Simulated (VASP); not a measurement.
# Os (Fm-3m) in VASP: a series of runs

The runs below take Os through single point, relaxation of cell and atoms, with PBEsol.

Everything below comes from runs of VASP 6.6.1. Logs are shortened: lines on timing, memory, paths and dates and some standing lists are left out, and cuts for length are marked.

**1. The structure**

Symmetry: Fm-3m, No. 225, cubic system. The conventional cell has a = 3.821 Å, b = 3.821 Å, c = 3.821 Å, α = 90.00°, β = 90.00°, γ = 90.00°. Around Os (site symmetry m-3m) lie 12 Os at 2.70 Å.

The cell was built by a generator and needn't be a form met in nature.

**2. Single point, PBEsol**

Input file INCAR:

```
PREC = Accurate
ENCUT = 520
EDIFF = 1E-6
ISMEAR = 0
SIGMA = 0.1
LREAL = F
LASPH = T
NELM = 100
ALGO = Normal
ISIF = 2
LWAVE = F
LCHARG = T
GGA = PS
LELF = T
LVHAR = T
NBANDS = 10
```

Input file KPOINTS:

```
Automatic mesh
0
Gamma
  24 24 24
```

Input file POSCAR:

```
Os
1.0
    0.0000000000      1.9103248928      1.9103248928
    1.9103248928      0.0000000000      1.9103248928
    1.9103248928      1.9103248928      0.0000000000
Os
1
Direct
    0.0000000000      0.0000000000      0.0000000000
```

Potentials or basis: VASP PAW PBE potentials, release 64 (Os).

Started as:

```bash
> cat potpaw_PBE.64/Os/POTCAR > POTCAR
> mpirun -np 1 vasp_std > vasp.out
```

OUTCAR:

```text
PREC = Accurate
   ENCUT = 520
   EDIFF = 1E-6
   ISMEAR = 0
   LREAL = F
   LASPH = T
   NELM = 100
   ISIF = 2
   GGA = PS

 ion  position               nearest neighbor table
   1  0.000  0.000  0.000-

  LATTYP: Found a face centered cubic cell.
 ALAT       =     3.8206497856

  Lattice vectors:

 A1 = (   0.0000000000,   1.9103248928,   1.9103248928)
 A2 = (   1.9103248928,   0.0000000000,   1.9103248928)
 A3 = (   1.9103248928,   1.9103248928,   0.0000000000)

Analysis of symmetry for initial positions (statically):
=====================================================================
 Subroutine PRICEL returns:
 Original cell was already a primitive cell.

 Routine SETGRP: Setting up the symmetry group for a
 face centered cubic supercell.

 Subroutine GETGRP returns: Found 48 space group operations
 (whereof 48 operations were pure point group operations)
 out of a pool of 48 trial point group operations.

The static configuration has the point symmetry O_h .

Analysis of symmetry for dynamics (positions and initial velocities):
=====================================================================
 Subroutine PRICEL returns:
 Original cell was already a primitive cell.

 Routine SETGRP: Setting up the symmetry group for a
 face centered cubic supercell.

 Subroutine GETGRP returns: Found 48 space group operations
 (whereof 48 operations were pure point group operations)
 out of a pool of 48 trial point group operations.

The dynamic configuration has the point symmetry O_h .

 Subroutine INISYM returns: Found 48 space group operations
 (whereof 48 operations are pure point group operations),
 and found     1 'primitive' translations

----------------------------------------------------------------------------------------

                                     Primitive cell

  volume of cell :      13.9429

  direct lattice vectors                    reciprocal lattice vectors
     0.000000000  1.910324893  1.910324893    -0.261735583  0.261735583  0.261735583
     1.910324893  0.000000000  1.910324893     0.261735583 -0.261735583  0.261735583
     1.910324893  1.910324893  0.000000000     0.261735583  0.261735583 -0.261735583

  length of vectors
     2.701607372  2.701607372  2.701607372     0.453339328  0.453339328  0.453339328

  position of ions in fractional coordinates (direct lattice)
     0.000000000  0.000000000  0.000000000

  ion indices of the primitive-cell ions
   primitive index   ion index
                 1           1

----------------------------------------------------------------------------------------

 KPOINTS: Automatic mesh

Automatic generation of k-mesh.
 Grid dimensions read from file:
 generate k-points for:   24   24   24

 Generating k-lattice:

  Cartesian coordinates                     Fractional coordinates (reciprocal lattice)
    -0.010905649  0.010905649  0.010905649     0.041666667  0.000000000  0.000000000
     0.010905649 -0.010905649  0.010905649     0.000000000  0.041666667  0.000000000
     0.010905649  0.010905649 -0.010905649     0.000000000  0.000000000  0.041666667

  Length of vectors
     0.018889139  0.018889139  0.018889139

  Shift w.r.t. Gamma in fractional coordinates (k-lattice)
     0.000000000  0.000000000  0.000000000

 Subroutine IBZKPT returns following result:
 ===========================================

 Found    413 irreducible k-points:

 Following reciprocal coordinates:
            Coordinates               Weight
  0.000000  0.000000  0.000000      1.000000
  0.041667  0.000000  0.000000      8.000000
  0.083333  0.000000  0.000000      8.000000
  0.125000  0.000000  0.000000      8.000000
  0.166667  0.000000  0.000000      8.000000
  0.208333  0.000000  0.000000      8.000000
[... 16 lines left out ...]
  0.416667  0.041667  0.000000     24.000000
  0.458333  0.041667  0.000000     24.000000
 [... further k-points ...]
   k-points           NKPTS =    413   k-points in BZ     NKDIM =    413   number of bands    NBANDS=     10
   number of dos      NEDOS =    301   number of ions     NIONS =      1
   total plane-waves  NPLWV =   8000
   dimension x,y,z NGX =    20 NGY =   20 NGZ =   20
   dimension x,y,z NGXF=    40 NGYF=   40 NGZF=   40
   ions per type =               1
   NGX,Y,Z   is equivalent  to a cutoff of  12.31, 12.31, 12.31 a.u.
   NGXF,Y,Z  is equivalent  to a cutoff of  24.61, 24.61, 24.61 a.u.
 SYSTEM =  unknown system
   PREC   = accura    normal or accurate (medium, high low for compatibility)
   ISTART =      0    job   : 0-new  1-cont  2-samecut
   ICHARG =      2    charge: 1-file 2-atom 10-const
   ISPIN  =      1    spin polarized calculation?
   LNONCOLLINEAR =      F non collinear calculations
   LSORBIT =      F    spin-orbit coupling
   LASPH  =      T    aspherical Exc in radial PAW
   ENCUT  =  520.0 eV  38.22 Ry    6.18 a.u.   5.02  5.02  5.02*2*pi/ulx,y,z
   NELM   =    100;   NELMIN=  2; NELMDL= -5     # of ELM steps
   EDIFF  = 0.1E-05   stopping-criterion for ELM
   LREAL  =      F    real-space projection
   EDIFFG = 0.1E-04   stopping-criterion for IOM
   NSW    =      0    number of steps for IOM
   IBRION =     -1    ionic relax: 0-MD 1-quasi-New 2-CG
   NFREE  =      0    steps in history (QN), initial steepest desc. (CG)
   ISIF   =      2    stress and relaxation
   ISYM   =      2    0-nonsym 1-usesym 2-fastsym
   POTIM  = 0.5000    time-step for ionic-motion
   TEBEG  =    0.0;   TEEND  =   0.0 temperature during run
   PSTRESS=    0.0 pullay stress
   NELECT =       8.0000    total number of electrons
   NUPDOWN=      -1.0000    fix difference up-down
   EMIN   =  10.00;   EMAX   =-10.00  energy-range for DOS
   EFERMI =   0.00;   METHOD = LEGACY
   ISMEAR =     0;   SIGMA  =   0.10  broadening in eV -4-tet -1-fermi 0-gaus
   EFERMI_NEDOS =   21; number of points for ismear=-14 and -15
   IALGO  =     38    algorithm
   IMIX   =      4    mixing-type and parameters
     AMIX     =   0.40;   BMIX     =  1.00
     AMIX_MAG =   1.60;   BMIX_MAG =  1.00
  volume/ion in A,a.u.               =      13.94        94.09
  Fermi-wavevector in a.u.,A,eV,Ry     =   1.360361  2.570710 25.178707  1.850583
  Thomas-Fermi vector in A             =   2.487030
   LORBIT       =      0    0 simple, 1 ext, 2 COOP (PROOUT), +10 PAW based schemes
   GGA     = PS    functional components
   LHFCALC =     F    Hartree Fock is set to
   AEXX    =    0.0000 exact exchange contribution
   IVDW    =     0    specifies the selected vdW correction
   LEPSILON=     F    determine dielectric tensor
   LRPA    =     F    only Hartree local field effects (RPA)
 non-spin polarized calculation
 Gauss-broadening in eV      SIGMA  =   0.10
  energy-cutoff  :      520.00
  volume of cell :       13.94
 maximum number of plane-waves:       388
   NGX =  9   NGY =  9   NGZ =  9

 number of electron       7.9999999 magnetization

 Free energy of the ion-electron system (eV)
  ---------------------------------------------------
  ext. energy  EPLUGINS =         0.00000000
  ---------------------------------------------------
  free energy    TOTEN  =       -12.09988154 eV

  energy without entropy =      -12.09464255  energy(sigma->0) =      -12.09726204

 E-fermi :   9.2311     XC(G=0): -14.1711

 val. band max:        9.2277336523   @ k =   0.3333   0.1667   0.0417
 cond. band min:       9.2337308683   @ k =  -0.2500   0.0417   0.0000
 fundamental gap:      0.0059972160
 Fermi energy:         9.2310795121

 k-point     1 :       0.0000    0.0000    0.0000
  band No.  band energies     occupation
      1      -1.6706      2.00000
      2       6.2055      2.00000
      3       6.2055      2.00000
      4       6.2055      2.00000
      5       9.2924      0.38592
      6       9.2924      0.38592
      7      23.5042      0.00000
      8      29.3274      0.00000
      9      29.3274      0.00000
     10      29.3274      0.00000

 k-point     2 :       0.0417    0.0000    0.0000
  band No.  band energies     occupation
      1      -1.5883      2.00000
      2       6.1539      2.00000
      3       6.2437      2.00000
      4       6.2437      2.00000
      5       9.2634      0.64717
      6       9.2634      0.64717
      7      23.6597      0.00000
      8      28.8621      0.00000
      9      29.4740      0.00000
     10      29.4740      0.00000

 k-point     3 :       0.0833    0.0000    0.0000
  band No.  band energies     occupation
      1      -1.3461      2.00000
      2       6.0121      2.00000
      3       6.3507      2.00000
      4       6.3507      2.00000
      5       9.1893      1.44537
      6       9.1893      1.44537
      7      24.1051      0.00000
      8      27.8644      0.00000
      9      29.9063      0.00000
     10      29.9063      0.00000

 k-point     4 :       0.1250    0.0000    0.0000
  band No.  band energies     occupation
      1      -0.9602      2.00000
      2       5.8161      2.00000
      3       6.5003      2.00000
      4       6.5003      2.00000
      5       9.1076      1.91933
      6       9.1076      1.91933
      7      24.7592      0.00000
      8      26.7762      0.00000
      9      30.6039      0.00000
     10      30.6039      0.00000
[... 222 lines left out ...]
 k-point    22 :       0.3750    0.0417    0.0000
  band No.  band energies     occupation
      1       1.4941      2.00000
      2       6.2327      2.00000
      3       6.4021      2.00000
      4       6.7572      2.00000
      5      10.6092      0.00000
      6      10.9975      0.00000
      7      20.8472      0.00000
      8      24.7478      0.00000
      9      31.3098      0.00000
     10      32.3395      0.00000

 k-point    23 :       0.4167    0.0417    0.0000
  band No.  band energies     occupation
      1       1.5426      2.00000
      2       6.0949      2.00000
      3       6.2666      2.00000
      4       7.5725      2.00000
      5      11.1854      0.00000
      6      11.4011      0.00000
      7      19.7572      0.00000
      8      23.9266      0.00000
      9      30.3713      0.00000
     10      31.1336      0.00000

 k-point    24 :       0.4583    0.0417    0.0000
  band No.  band energies     occupation
      1       1.5445      2.00000
      2       6.0035      2.00000
      3       6.1663      2.00000
      4       8.2999      2.00000
      5      11.6657      0.00000
      6      11.6731      0.00000
      7      18.8031      0.00000
      8      23.4178      0.00000
      9      29.7760      0.00000
     10      30.1969      0.00000

 [... further k-points ...]

------------------------ aborting loop because EDIFF is reached ----------------------------------------

  FORCE on cell =-STRESS in cart. coord.  units (eV):
  Direction    XX          YY          ZZ          XY          YZ          ZX
  --------------------------------------------------------------------------------------
  -------------------------------------------------------------------------------------
  Total        0.0459956      0.0459956      0.0459956      0.0000000     -0.0000000     -0.0000000
  in kB        5.2853697      5.2853697      5.2853697      0.0000000     -0.0000000     -0.0000000
  external PRESSURE =       5.2853697 kB  Pullay stress =       0.0000000 kB

 VOLUME and BASIS-vectors are now :
 -----------------------------------------------------------------------------
  energy-cutoff  :      520.00
  volume of cell :       13.94
      direct lattice vectors                 reciprocal lattice vectors
     0.000000000  1.910324893  1.910324893    -0.261735583  0.261735583  0.261735583
     1.910324893  0.000000000  1.910324893     0.261735583 -0.261735583  0.261735583
     1.910324893  1.910324893  0.000000000     0.261735583  0.261735583 -0.261735583

 POSITION                                       TOTAL-FORCE (eV/Angst)
 -----------------------------------------------------------------------------------
      0.00000      0.00000      0.00000        -0.000000      0.000000      0.000000
 -----------------------------------------------------------------------------------
    total drift:                                0.000000      0.000000     -0.000000

  FREE ENERGIE OF THE ION-ELECTRON SYSTEM (eV)
  ---------------------------------------------------
  free  energy   TOTEN  =       -12.0998815375 eV

  energy  without entropy=      -12.0946425472  energy(sigma->0) =      -12.09726204
```

It took 25 s on 1 thread of Intel Xeon Platinum 8488C (Sapphire Rapids), shared host; peak memory 0.18 GiB.

What came out:

| Quantity | Value |
| --- | --- |
| Free energy | -12.0999 eV |
| Pressure | 0.5 GPa |
| Band gap on the k mesh | none (metal or under the smearing width) |

Levels at points of the mesh, in eV from the Fermi level:
```tsv
k point	band 2	band 3	band 4	band 5	band 6	band 7
(0.00, 0.00, 0.00)	-3.03	-3.03	-3.03	0.06	0.06	14.27
(0.50, 0.00, 0.00)	-3.19	-3.19	-0.25	2.50	2.50	9.05
(0.50, 0.50, 0.00)	-6.94	2.35	2.46	3.20	3.20	12.29
```

Caveat: the PAW data sets were made with another functional, which shifts forces and pressure a little.

[end of part 1 of 2]
